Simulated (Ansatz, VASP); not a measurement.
**GaN: VASP beside Ansatz**

File INCAR:

```
  PREC = Accurate
  ENCUT = 520
  EDIFF = 1E-6
  ISMEAR = 0
  SIGMA = 0.01
  LREAL = F
  LASPH = T
  NELM = 60
  ALGO = Normal
  ISIF = 2
  LWAVE = F
  LCHARG = T
  GGA = PE
  LELF = T
  LVHAR = T
  NBANDS = 26
```

The input KPOINTS:

```
Automatic mesh
0
Gamma
  6 6 4
```

File POSCAR:

```
GaN
1.0
    3.1831493765      0.0000000000      0.0000000000
   -1.5915746883      2.7566882241      0.0000000000
    0.0000000000      0.0000000000      5.1836252600
Ga N
2 2
Direct
    0.3333333333      0.6666666667     -0.0008868102
    0.6666666667      0.3333333333      0.4991131898
    0.3333333333      0.6666666667      0.3758868102
    0.6666666667      0.3333333333      0.8758868102
```

Input for Ansatz:

```yaml
crystal:
  lattice:
    - [3.1831493765, 0.0, 0.0]
    - [-1.5915746883, 2.7566882241, 0.0]
    - [0.0, 0.0, 5.18362526]
  atoms:
    - { symbol: Ga, position: [0.3333333333, 0.6666666667, -0.0008868102] }
    - { symbol: Ga, position: [0.6666666667, 0.3333333333, 0.4991131898] }
    - { symbol: "N", position: [0.3333333333, 0.6666666667, 0.3758868102] }
    - { symbol: "N", position: [0.6666666667, 0.3333333333, 0.8758868102] }
kpoints:
  mp_grid: { grid: [6, 6, 4] }
hamiltonian:
  xc: pbe
scf:
  occupations: { method: fixed }
  n_extra_bands: 5
output:
  forces: true
  stress: true
  eigenvalues: true
  write_density: true
  write_potential: true
  elf: true
  volumetric_format: npy
```

The cell was built by a generator and needn't be a form met in nature.

Alike in both runs: task single point; functional PBE; k mesh 6 × 6 × 4; no spin polarisation.

```csv
,VASP,Ansatz
version,VASP 6.6.1,Ansatz 0.2.0
potentials or method,"VASP PAW PBE potentials, release 64 (Ga_d, N)","plane waves, PAW"
plane-wave cutoff (eV),520,420
occupations,"gaussian, width 0.01 eV",fixed
valence electrons in the cell,36,36
```

```csv
,VASP,Ansatz,Ansatz less VASP
gap on the k mesh at the Fermi level (eV),1.94,1.93,-0.008
pressure (GPa),6.3,6.2,-0.08
```

As with any semilocal functional, this PBE gap is likely too small.
